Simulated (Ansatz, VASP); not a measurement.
**MgS in VASP and in Ansatz**

```
CELL_PARAMETERS angstrom
2.52541 2.52541 0.00000
-2.52541 2.52541 0.00000
0.00000 2.52541 2.52541
ATOMIC_POSITIONS crystal
Mg 0.00000 0.00000 0.00000
S 0.50000 0.50000 0.00000
```

Alike in both runs: task single point; functional PBEsol; k mesh 8 × 8 × 8; no spin polarisation.

|  | VASP | Ansatz |
| --- | --- | --- |
| version | VASP 6.6.1 | Ansatz 0.2.0 |
| potentials or method | VASP PAW PBE potentials, release 64 (Mg, S), cutoff 520 eV | all-electron LAPW, scalar-relativistic |
| occupations | gaussian, width 0.01 eV | fixed |

Ansatz gave:

* gap on the k mesh at the Fermi level (eV): 2.88
* pressure (GPa): 7.0

**Question.** Which values does VASP return?

**Answer.** gap on the k mesh at the Fermi level (eV): 2.88; pressure (GPa): 6.9.

Ansatz ran all-electron here, so the differences hold the error of VASP's frozen core and of both bases.

Caveats: the PAW data sets were made with another functional, which shifts forces and pressure a little (VASP). PBEsol gaps usually lie below the measured ones, often by a third to a half. A k mesh can miss the band edges.
